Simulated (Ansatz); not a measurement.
Input of an Ansatz 0.2.0 run:

The input input.yaml:

```yaml
crystal:
  lattice:
    - [0.0, 3.04235, 3.04235]
    - [3.04235, 0.0, 3.04235]
    - [3.04235, 3.04235, 0.0]
  atoms:
    - { symbol: Sr, position: [0.0, 0.0, 0.0] }
hamiltonian:
  xc: pbe
  pseudopotentials: { kind: paw }
kpoints:
  mp_grid: { grid: [8, 8, 8] }
scf:
  occupations: { method: fermi_dirac, width: 0.05 }
output:
  forces: true
  stress: true
  eigenvalues: true
relax:
  f_tol: 0.01
  max_steps: 40
  cell: { stress_tol: 0.05, p_target: 10.0 }
```

Potentials or basis: Ansatz PAW.

The run is started by

```bash
$ ansatz run input.yaml --threads 2 --pin off --max-ram 5632MiB --backend cpu --events-out ev --progress --plain --runs-dir out
```

Question: Predict the relaxed volume.

Answer: 35.74 Å³/atom.

Question: Predict the space group after relaxing (to 0.05 Å).

Answer: Fm-3m (No. 225).

Question: Estimate the band gap on the k mesh.

Answer: None (metal or under the smearing width).

The path:
```
step  energy change (eV)  largest force (eV/Å)  volume (Å³)
   1              0.0000                0.0000        56.32
   2              0.0291                0.0000        48.48
   3              0.1761                0.0000        41.40
   4              0.4841                0.0000        35.05
   5              0.4397                0.0000        35.74
   6              0.4399                0.0000        35.74
```

Caveat: the volume moved by over 15 % at a fixed basis, so the end points are rough; the plane-wave basis is chosen anew once the cell has moved, so the energies of steps on either side of that aren't comparable.
